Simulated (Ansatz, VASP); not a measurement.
**Cross-check of Al26N26O (V_Al-O_N) between VASP and Ansatz**

Aim: how closely do two programs agree when they are given the same cell, functional and k mesh? Of the first pair: The structure shown is the start of the Ansatz relaxation below; VASP solves that cell, so the two are compared at the walk's first step.

Program: Ansatz 0.2.0. Level of theory: plane waves, with VASP 6.6.1 beside it; single point at r2SCAN. Results are calculated unless marked as measured.

**1. The starting structure**

The cell holds 53 atoms: 26 Al, 26 N and 1 O. Its edges and angles: a = 9.269 Å, b = 9.269 Å, c = 9.269 Å, α = 60.0°, β = 60.0°, γ = 60.0°. It derives from AlN (AlN (F-43m)). Nearest the centre at fractional (0.375, 0.542, 0.708): O53 at 0.97 Å, Al13 at 2.33 Å, Al15 at 2.33 Å, Al23 at 2.35 Å, N43 at 2.39 Å, N35 at 2.40 Å, N42 at 2.41 Å, Al26 at 3.18 Å.

Structure file:

```xyz
53
Lattice="0.0000 6.5542 6.5542 6.5542 0.0000 6.5542 6.5542 6.5542 0.0000" Properties=species:S:1:pos:R:3 pbc="T T T"
Al    0.0315    6.5441    6.5167
Al    8.7101    8.7051   13.0855
Al    4.3799    4.4064    0.0320
Al    2.1566    0.0413    2.1851
Al    4.3751    8.7225    8.6920
Al    6.5402   10.9066    8.6940
Al    4.3730    6.5887   10.8876
Al    6.5408    8.6945   10.9051
Al    8.7879   10.9328   10.9201
Al    6.5459    2.2023    8.6929
Al    2.2056    4.3466    2.2240
Al   10.9126    6.5899    8.7722
Al    8.7311    8.7071    4.4072
Al    4.3799    4.3208    4.3647
Al    6.5723    6.5740    4.4117
Al    4.4192    2.1802    6.5564
Al    6.6039    4.3640    6.5546
Al    6.5524    4.3433   10.8811
Al    8.6907    6.5410   10.9233
Al    4.3607    8.7272    4.4173
Al    8.7393   10.8742    6.5617
Al    4.3408    6.5951    6.5575
Al    6.5859    8.7339    6.5159
Al    4.3712    4.3428    8.6966
Al    6.5590    6.5679    8.6911
Al    8.7304    8.7003    8.7084
N     1.0979    1.0456    1.1092
N     3.2901    3.2733    1.1405
N     5.4498    5.4344    1.1324
N     3.2992    1.0592    3.2470
N     5.4721    3.2969    3.2324
N     7.6393    5.5093    3.2911
N     5.5040    1.1154    5.4479
N     7.6557    3.2664    5.5098
N     9.8656    5.4527    5.4970
N     1.0606    3.3148    3.2857
N     3.2491    5.4732    3.3170
N     5.4601    7.5996    3.2600
N     3.2372    3.2957    5.4855
N     5.4811    5.4777    5.5052
N     5.5054    3.3001    7.6551
N     7.6071    5.4586    7.6771
N     9.8721    7.6212    7.6328
N     1.0467    5.4469    5.4478
N     3.3069    7.6152    5.4367
N     5.4942    9.8066    5.4908
N     3.2803    5.5094    7.6617
N     5.4844    7.6098    7.6213
N     7.6195    9.8733    7.6445
N     5.4606    5.5038    9.8584
N     7.6261    7.6009    9.8321
N     9.8367    9.7816    9.8304
O     7.6584    7.6518    5.4135
```

**2. Ansatz: relaxation, r2SCAN**

Ansatz runs on its PAW soft_1 files.

The two programs are compared at the cell with which this relaxation starts, whose forces are those of its first step.

Input file input.yaml:

```yaml
crystal:
  lattice:
    - [0.0, 2.18472995, 2.18472995]
    - [2.18472995, 0.0, 2.18472995]
    - [2.18472995, 2.18472995, 0.0]
  atoms:
    - { symbol: Al, position: [0.0, 0.0, 0.0] }
    - { symbol: "N", position: [0.25, 0.25, 0.25] }
  supercell: [3, 3, 3]
  defects: [{ vacancy: 34 }, { substitution: { at: 29, symbol: O } }]
basis:
  ecutwfc: 500
  xc_grid: 2
hamiltonian:
  xc: r2scan
  pseudopotentials: { kind: paw, azcp: { folder: soft_1 } }
kpoints:
  mp_grid: { grid: [1, 1, 1], shift: [0.25, 0.25, 0.25] }
scf:
  occupations: { method: fixed }
  max_iter: 80
output:
  forces: true
  charged_corrections:
    epsilon: 4.64
    static_epsilon: 8.51
    defect_position: [0.375, 0.541667, 0.708333]
relax:
  f_tol: 0.02
  max_steps: 80
  random_displacement: { amplitude: 0.05, seed: 5156 }
checkpoint:
  write: "../q0.relax.run"
  compress: false
  write_wavefunctions: true
  write_every: 100000
```

Command:

```
$ ansatz run input.yaml --threads 4 --pin off --max-ram 7536MiB --backend cpu --events-out ev --progress --plain --runs-dir out
```

Numbers of over 12 decimals in the logs are rounded to 6 here.

Log:

```text
Engine: ansatz 0.2.0, aarch64-unknown-linux-gnu
Pseudopotentials: kind: paw
Pseudopotential: Al, paw, valence charge 3, recommended cutoff 500 eV (meta_gga), soft_1/Al.paw.azcp
Pseudopotential: N, paw, valence charge 5, recommended cutoff 500 eV (meta_gga), soft_1/N.paw.azcp
Pseudopotential: O, paw, valence charge 6, recommended cutoff 500 eV (meta_gga), soft_1/O.paw.azcp
Functional definition: r2SCAN
  parameter k0 = 0.174
  parameter k1 = 0.065
  parameter a1 = 4.9479
  exchange = r2scan_x(k0 = k0, k1 = k1, a1 = a1)
  correlation = r2scan_c
Crystal: 53 atoms, lattice volume = 563.102 Å³
Basis set: ecut = 500 eV, 14331 PW (Γ), exchange–correlation on 144×144×144 points (8 copies of the dense FFT grid, shifted against one another)
Bands: 160, of which v1, the nominal top of the filled ones, is band 107 counted from 1 (106 counted from 0)
Symmetry: 1 space group operations
k-points: 1
Non-local potential: Al, projectors of the file, l = 0: 2, l = 1: 2, l = 2: 1
Non-local potential: N, projectors of the file, l = 0: 2, l = 1: 2, l = 2: 1
Non-local potential: O, projectors of the file, l = 0: 2, l = 1: 2, l = 2: 1
PAW form: soft (Blöchl's): semilocal exchange-correlation on the pseudo side does not see the compensation charge
PAW frozen core: Al, regenerated for the run's functional (the file was generated under x = pbe(κ = 0.804, μ = 0.219515), c = pbe(β = 0.066725))
PAW frozen core: N, regenerated for the run's functional (the file was generated under x = pbe(κ = 0.804, μ = 0.219515), c = pbe(β = 0.066725))
PAW frozen core: O, regenerated for the run's functional (the file was generated under x = pbe(κ = 0.804, μ = 0.219515), c = pbe(β = 0.066725))
PAW one-centre angular grid: Al, 302 points (default); XC on 160 Gauss nodes
PAW one-centre angular grid: N, 302 points (default); XC on 160 Gauss nodes
PAW one-centre angular grid: O, 302 points (default); XC on 160 Gauss nodes
Initial density: superposition of atomic densities (chi_scale 0.1, normalization cell, long waves kept (reshape's long-wave potential 0.26 eV rms))
Initial wavefunctions: pseudopotential atomic-orbital guess
Functional: x = r2scan, c = r2scan; τ floored in thin density (d = 2e-4 eV/Å³)
SCF iter   1: F=—  HF=-24727.880922 eV  |F-HF|=—  |Δ(HF+E_count)|=         —  Δρ=1.38e-1  dr2=1.38e2  dr2_τ=1.45e1  ethr=3.10e-3  ⟨swp⟩=5.0  Hψ=529  notcnv=0  defer=51
preconditioner: auto → Resta (q_TF=auto, 2.322 Å⁻¹)  ε∞=3.3  [insulator: Δε(μ)=0.065 eV  Ē_g=15.101 eV  n_scr=112 (ndim 8)  ℏωp=22.9 eV  f_vac=0.000  ε∞_Penn≈3.3]
SCF iter   2: F=—  HF=-24699.290903 eV  |F-HF|=—  |Δ(HF+E_count)|=    2.86e1  Δρ=6.44e-2  dr2=2.31e1  dr2_τ=4.13e0  ethr=3.10e-3  ⟨swp⟩=3.0  Hψ=320  notcnv=0  defer=48
SCF iter   3: F=—  HF=-24700.858513 eV  |F-HF|=—  |Δ(HF+E_count)|=    1.57e0  Δρ=5.21e-2  dr2=1.97e1  dr2_τ=1.92e0  ethr=3.10e-3  ⟨swp⟩=3.0  Hψ=281  notcnv=0  defer=49
SCF iter   4: F=—  HF=-24699.485809 eV  |F-HF|=—  |Δ(HF+E_count)|=    1.37e0  Δρ=3.29e-2  dr2=7.59e0  dr2_τ=4.08e-1  ethr=3.10e-3  ⟨swp⟩=2.0  Hψ=252  notcnv=0  defer=51
SCF iter   5: F=—  HF=-24700.226267 eV  |F-HF|=—  |Δ(HF+E_count)|=   7.40e-1  Δρ=3.23e-2  dr2=9.03e0  dr2_τ=5.67e-1  ethr=3.10e-3  ⟨swp⟩=2.0  Hψ=197  notcnv=0  defer=50
SCF iter   6: F=—  HF=-24699.491329 eV  |F-HF|=—  |Δ(HF+E_count)|=   7.35e-1  Δρ=2.35e-2  dr2=4.84e0  dr2_τ=1.56e-1  ethr=3.10e-3  ⟨swp⟩=2.0  Hψ=170  notcnv=0  defer=50
SCF iter   7: F=—  HF=-24699.225450 eV  |F-HF|=—  |Δ(HF+E_count)|=   2.66e-1  Δρ=2.06e-2  dr2=4.08e0  dr2_τ=1.27e-1  ethr=2.26e-3  ⟨swp⟩=2.0  Hψ=114  notcnv=0  defer=48
SCF iter   8: F=—  HF=-24699.289343 eV  |F-HF|=—  |Δ(HF+E_count)|=   6.39e-2  Δρ=2.98e-2  dr2=8.45e0  dr2_τ=2.83e-1  ethr=1.91e-3  ⟨swp⟩=2.0  Hψ=113  notcnv=0  defer=48
SCF iter   9: F=—  HF=-24699.087721 eV  |F-HF|=—  |Δ(HF+E_count)|=   2.02e-1  Δρ=2.60e-2  dr2=6.37e0  dr2_τ=5.44e-2  ethr=1.91e-3  ⟨swp⟩=1.0  Hψ=168  notcnv=0  defer=48
SCF iter  10: F=—  HF=-24699.151369 eV  |F-HF|=—  |Δ(HF+E_count)|=   6.36e-2  Δρ=1.56e-2  dr2=2.13e0  dr2_τ=1.32e-1  ethr=1.91e-3  ⟨swp⟩=1.0  Hψ=112  notcnv=0  defer=48
SCF iter  11: F=—  HF=-24699.124271 eV  |F-HF|=—  |Δ(HF+E_count)|=   2.71e-2  Δρ=1.46e-2  dr2=1.91e0  dr2_τ=1.51e-2  ethr=9.98e-4  ⟨swp⟩=1.0  Hψ=112  notcnv=0  defer=48
SCF iter  12: F=—  HF=-24699.057979 eV  |F-HF|=—  |Δ(HF+E_count)|=   6.63e-2  Δρ=1.29e-2  dr2=1.54e0  dr2_τ=2.43e-2  ethr=8.93e-4  ⟨swp⟩=1.0  Hψ=112  notcnv=0  defer=48
SCF iter  13: F=—  HF=-24699.027728 eV  |F-HF|=—  |Δ(HF+E_count)|=   3.03e-2  Δρ=1.43e-2  dr2=1.87e0  dr2_τ=7.31e-2  ethr=7.19e-4  ⟨swp⟩=1.0  Hψ=112  notcnv=0  defer=48
SCF iter  14: F=—  HF=-24699.026623 eV  |F-HF|=—  |Δ(HF+E_count)|=   1.11e-3  Δρ=8.66e-3  dr2=6.89e-1  dr2_τ=6.34e-2  ethr=7.19e-4  ⟨swp⟩=1.0  Hψ=168  notcnv=0  defer=48
[...]
atom   4  N     -0.00053035     0.00149294     0.00157318
  atom   5  Al    -0.00036163     0.00092884    -0.00007956
  atom   6  N     -0.00050745     0.00146958     0.00114695
  atom   7  Al    -0.00021944    -0.00007833     0.00124117
  atom   8  N     -0.00054521     0.00014402     0.00123879
  atom   9  Al     0.00148942    -0.00099788    -0.00044878
  atom  10  N     -0.00039687     0.00112849     0.00112405
  atom  11  Al     0.00027973     0.00005705     0.00102911
  atom  12  N     -0.00147469    -0.00090002     0.00070412
  atom  13  Al    -0.00136052    -0.00201153    -0.00173092
  atom  14  N     -0.00177777     0.00257907     0.00152010
  atom  15  Al    -0.00218877     0.00228258    -0.00285765
  atom  16  N     -0.00236387     0.00024638     0.00001114
  atom  17  Al     0.00030355     0.00400676     0.00064712
  atom  18  N     -0.00262087     0.00277123     0.00046197
  atom  19  Al     0.00002553     0.00143040    -0.00276496
  atom  20  N      0.00096737    -0.00039415     0.00312839
  atom  21  Al     0.00245269     0.00094231    -0.00174216
  atom  22  N     -0.00098728     0.00100074    -0.00300727
  atom  23  Al     0.00102056    -0.00428862     0.00060792
  atom  24  N     -0.00108759    -0.00126988     0.00123110
  atom  25  Al     0.00251505     0.00179303    -0.00407594
  atom  26  N      0.00020491    -0.00074096     0.00189712
  atom  27  Al     0.00385290    -0.00076893    -0.00075879
[...]
atom  46  Al    -0.00230526     0.00128603     0.00143177
  atom  47  N      0.00055101    -0.00008356     0.00105088
  atom  48  Al    -0.00037979     0.00267935    -0.00184508
  atom  49  N     -0.00205541     0.00100218     0.00410829
  atom  50  Al     0.00209864     0.00332433    -0.00269290
  atom  51  N     -0.00061204     0.00116139    -0.00254839
  atom  52  Al    -0.00397993     0.00154425     0.00022288
  atom  53  N     -0.00023187    -0.00060114     0.00085926
  max |Σ_I F_I| component: 1.88e-2 eV/Å
--- Band table (eV) ---
  k-point 0: bands = [... 103 lower, 6.1970, 6.2385, 6.4159, 7.1440, 7.2241, 11.5215, 11.5727, 11.6537, ... 49 higher]
--- Relaxed structure (6 steps of the walk, 5 accepted, 0 SCFs on fresh bases) ---
  F+E_penalty+E_count = -24701.20750464 eV   max|allowed force component| = 9.635e-3 eV/Å
  atoms:
    - { symbol: Al, position: [-0.00093152, 0.00030758, 0.000403312] }
    - { symbol: N, position: [0.083171, 0.083691, 0.083748] }
    - { symbol: Al, position: [-0.000513298, 7.490042983688424e-5, 0.333598] }
    - { symbol: N, position: [0.082539, 0.085288, 0.416064] }
    - { symbol: Al, position: [0.000712215, 0.00335125, 0.665474] }
    - { symbol: N, position: [0.081115, 0.087113, 0.750770] }
    - { symbol: Al, position: [-0.000189618, 0.333362, 0.000139648] }
    - { symbol: N, position: [0.085189, 0.416924, 0.082059] }
    - { symbol: Al, position: [-0.000626558, 0.333894, 0.333403] }
    - { symbol: N, position: [0.081793, 0.417782, 0.417599] }
    - { symbol: Al, position: [-0.00176519, 0.335217, 0.667506] }
    - { symbol: N, position: [0.085085, 0.417846, 0.750361] }
    - { symbol: Al, position: [0.00404142, 0.665846, 0.000423806] }
    - { symbol: N, position: [0.081107, 0.750402, 0.086941] }
    - { symbol: Al, position: [-0.00278724, 0.667427, 0.335276] }
    - { symbol: N, position: [0.082223, 0.750326, 0.416864] }
    - { symbol: Al, position: [0.00139975, 0.667557, 0.665887] }
    - { symbol: N, position: [0.059065, 0.761166, 0.759089] }
    - { symbol: Al, position: [0.333275, 0.000295565, -0.00130751] }
    - { symbol: N, position: [0.416769, 0.086187, 0.080112] }
    - { symbol: Al, position: [0.331459, 0.002964, 0.331423] }
    - { symbol: N, position: [0.414942, 0.083788, 0.417145] }
    - { symbol: Al, position: [0.330664, 0.00110665, 0.667634] }
    - { symbol: N, position: [0.416349, 0.085858, 0.749375] }
    - { symbol: Al, position: [0.333509, 0.333597, -0.00120642] }
    - { symbol: N, position: [0.415498, 0.416124, 0.083082] }
    - { symbol: Al, position: [0.331663, 0.332659, 0.334062] }
    - { symbol: N, position: [0.415955, 0.416199, 0.418236] }
    - { symbol: Al, position: [0.333276, 0.332797, 0.666663] }
    - { symbol: O, position: [0.427062, 0.386199, 0.759520] }
    - { symbol: Al, position: [0.329549, 0.665819, 0.000919995] }
    - { symbol: N, position: [0.417216, 0.750195, 0.081484] }
    - { symbol: Al, position: [0.330135, 0.664993, 0.332713] }
    - { symbol: N, position: [0.427357, 0.761710, 0.377497] }
    - { symbol: N, position: [0.421361, 0.760950, 0.763380] }
    - { symbol: Al, position: [0.666669, 0.000626949, -0.00107004] }
    - { symbol: N, position: [0.749042, 0.083539, 0.084278] }
    - { symbol: Al, position: [0.664745, -0.000272765, 0.334250] }
    - { symbol: N, position: [0.749465, 0.083459, 0.416787] }
    - { symbol: Al, position: [0.666518, -0.000653294, 0.667042] }
    - { symbol: N, position: [0.749305, 0.085479, 0.749367] }
    - { symbol: Al, position: [0.665513, 0.333215, 0.000652081] }
    - { symbol: N, position: [0.749812, 0.416748, 0.083680] }
    - { symbol: Al, position: [0.665968, 0.332937, 0.333347] }
    - { symbol: N, position: [0.747822, 0.416875, 0.418552] }
    - { symbol: Al, position: [0.666342, 0.333221, 0.666960] }
    - { symbol: N, position: [0.746906, 0.417700, 0.750879] }
    - { symbol: Al, position: [0.667212, 0.666740, -0.00185115] }
    - { symbol: N, position: [0.751506, 0.750380, 0.081326] }
    - { symbol: Al, position: [0.667816, 0.665544, 0.334024] }
    - { symbol: N, position: [0.748003, 0.750042, 0.418243] }
    - { symbol: Al, position: [0.663174, 0.668035, 0.668237] }
    - { symbol: N, position: [0.751590, 0.749734, 0.749418] }
```

The column dr2 measures how far the density is from self-consistency, as an energy; F and HF (Harris–Foulkes) agree once it is small.

**3. VASP: single point, r2SCAN, start cell, pair 1**

The same cell, functional and mesh now go to VASP, with its own data sets.

Lines of VASP's logs that name or quote its potential files are left out, and so is its time.

Input file INCAR:

```
SYSTEM = Al26N26O
PREC = Accurate
ENCUT = 580
EDIFF = 1E-06
NELM = 120
ISMEAR = 0
SIGMA = 0.01
LREAL = Auto
ALGO = Normal
METAGGA = R2SCAN
LASPH = .TRUE.
NBANDS = 144
LORBIT = 11
LWAVE = .FALSE.
LCHARG = .FALSE.
ISIF = 2
ISYM = 0
GGA_COMPAT = .FALSE.
LMIXTAU = .TRUE.
NCORE = 2
```

Input file POSCAR:

```
Al26N26O
1.0
    0.0000000000      6.5541898631      6.5541898631
    6.5541898631      0.0000000000      6.5541898631
    6.5541898631      6.5541898631      0.0000000000
Al N O
26 26 1
Direct
    0.9939643189      0.0003139976      0.0044887317
    0.9978750234      0.9986414034      0.3302913930
    0.0044617261      0.0004211047      0.6678440954
    0.0053250670      0.3280604537      0.0009829590
    0.9947417605      0.3314363095      0.3360893636
    0.9963387542      0.3301469053      0.6677247061
    0.9996139111      0.6615533865      0.0056463882
    0.9962144063      0.6676179042      0.3303377756
    0.9966882253      0.6694395633      0.6713743562
    0.3317957742      0.9945106107      0.0042245496
    0.3329872258      0.0063332770      0.3301903889
    0.3394334840      0.9989747779      0.6660074839
    0.3343832031      0.3380455932      0.9940950749
    0.3284589011      0.3374803059      0.3307836735
    0.3366846317      0.3364215938      0.6663360524
    0.3293620638      0.6709742305      0.0032825567
    0.3291572330      0.6709030547      0.3366802070
    0.6615620070      0.9986091340      0.0011134862
    0.6693091124      0.9972969962      0.3286781502
    0.6700923519      0.0038705775      0.6614590957
    0.6634433226      0.3377100063      0.9956825328
    0.6722225160      0.3282883232      0.3340122953
    0.6609410302      0.3332115861      0.6716280871
    0.6612752439      0.6656057562      0.0013305229
    0.6636936206      0.6623392197      0.3383945303
    0.6620408610      0.6666312071      0.6653962719
    0.0806235417      0.0886071371      0.0789086082
    0.0857192135      0.0882894777      0.4136991843
    0.0852083952      0.0875620042      0.7439337434
    0.0768132310      0.4185900252      0.0847890451
    0.0806524545      0.4125221509      0.4223750849
    0.0885710533      0.4135642324      0.7520031618
    0.0808105214      0.7504031166      0.0893642864
    0.0854747134      0.7551771620      0.4128890918
    0.0827082387      0.7559995367      0.7492324151
    0.4226156181      0.0786919529      0.0831320135
    0.4227072389      0.0833760558      0.4123592017
    0.4119141429      0.0854841730      0.7475859873
    0.4229375496      0.4140095201      0.0799009505
    0.4197154122      0.4202291294      0.4160403585
    0.4157558076      0.7522222583      0.0877555445
    0.4217644831      0.7495696040      0.4110824612
    0.4105642431      0.7539964669      0.7522293530
    0.7512769088      0.0799190306      0.0797855282
    0.7434211705      0.0860821111      0.4184675082
    0.7478570353      0.0899008134      0.7483728886
    0.7545372660      0.4144413813      0.0860494602
    0.7435449845      0.4192635638      0.4175135382
    0.7551117840      0.4112410620      0.7512928528
    0.7553651334      0.7487728617      0.0843743486
    0.7481360935      0.7519841663      0.4115677233
    0.7457261846      0.7541398866      0.7466918265
    0.4124729458      0.4134927514      0.7549869783
```

Input file KPOINTS:

```
Points of the shifted mesh
1
Reciprocal
 0.2500000000  0.2500000000  0.2500000000 1
```

PAW data sets: Al, N and O (PBE family, release 64).

Command:

```
$ mpirun -np 8 vasp_std
```

Log:

```text
[banner, memory and clock lines left out]
running    8 mpi-ranks, on    1 nodes
[...]
|                                                                             |
|               ----> ADVICE to this user running VASP <----                  |
|                                                                             |
|     You enforced a specific xc type in the INCAR file but a different       |
|     [... a line on the potential file left out ...]
|     I HOPE YOU KNOW WHAT YOU ARE DOING!                                     |
|                                                                             |

 LDA part: xc-table for (None), standard interpolation
 POSCAR, INCAR and KPOINTS ok, starting setup
[...]
entering main loop
       N       E                     dE             d eps       ncg     rms          rms(c)
DAV:   1     0.867375384575E+03    0.86738E+03   -0.10990E+05   288   0.151E+03
DAV:   2    -0.501868784192E+03   -0.13692E+04   -0.13138E+04   360   0.297E+02
DAV:   3    -0.612045065210E+03   -0.11018E+03   -0.10907E+03   336   0.932E+01
DAV:   4    -0.613879391012E+03   -0.18343E+01   -0.18283E+01   344   0.125E+01
[...]
DAV:  41    -0.498330288167E+03    0.57792E-05   -0.13474E-05   168   0.243E-03    0.428E-02
DAV:  42    -0.498330289180E+03   -0.10133E-05   -0.74906E-06   176   0.216E-03    0.146E-02
DAV:  43    -0.498330290106E+03   -0.92595E-06   -0.34600E-07   176   0.229E-03
   1 F= -.49833029E+03 E0= -.49832832E+03  d E =-.393144E-02
```

Parts of OUTCAR (step 3):

```text
  Total       -1.0554227     -0.7401663     -1.8086087     -6.4630697     -3.7713216      1.2565232
  in kB       -3.0029630     -2.1059732     -5.1459808    -18.3891804    -10.7304293      3.5751481
  external PRESSURE =      -3.4183057 kB  Pullay stress =       0.0000000 kB

 POSITION                                       TOTAL-FORCE (eV/Angst)
 -----------------------------------------------------------------------------------
      0.03148      6.54405      6.51669        -1.140188     -0.467867      0.974246
      8.71008      8.70505     13.08555         0.871324      0.335393      0.630557
      4.37994      4.40642      0.03200        -0.399882     -0.359936      0.512010
      2.15661      0.04134      2.18507         0.438181     -1.370983      0.341174
      4.37509      8.72252      8.69202         0.290935      0.120112      0.475545
      6.54024     10.90659      8.69404         0.095640      1.139959      1.173769
      4.37295      6.58867     10.88761        -0.375052     -0.117001      1.557164
      6.54079      8.69447     10.90507         0.658832      1.261761     -0.278922
      8.78795     10.93280     10.92012        -1.242043      0.270629      0.426987
      6.54590      2.20234      8.69286         0.242372     -0.995271      1.052126
      2.20564      4.34659      2.22397         0.086568      1.173543     -0.888958
     10.91261      6.58985      8.77218        -0.509367     -1.604302     -0.910053
      8.73110      8.70710      4.40723         0.577747      0.090316     -0.725959
      4.37993      4.32080      4.36469        -0.070247      1.409189      0.056202
[...]
-----------------------------------------------------------------------------------
    total drift:                                0.024577     -0.006550      0.007101

  FREE ENERGIE OF THE ION-ELECTRON SYSTEM (eV)
  ---------------------------------------------------
  free  energy   TOTEN  =      -498.3302901062 eV

  energy  without entropy=     -498.3263586678  energy(sigma->0) =     -498.32832439

[... 2 further parts left out ...]
[key lines of the parts left out:]
E-fermi :   6.0870
```

The run ends at a pressure of -0.34 GPa, with forces up to 2.2 eV/Å.

[end of part 1 of 3]

[Lines on the potential files, build, host, timing and source positions are cut from VASP's logs without a mark.]

[Logs are printed without paths, hosts, clocks, repeated set-up lines and the standing remarks that a program may print on its own settings, such as how far it seeks lower states.]

[Hosts, paths, dates, database ids (printed as entryN), source tags and the programs' standing remarks are cut or masked in the printed files.]
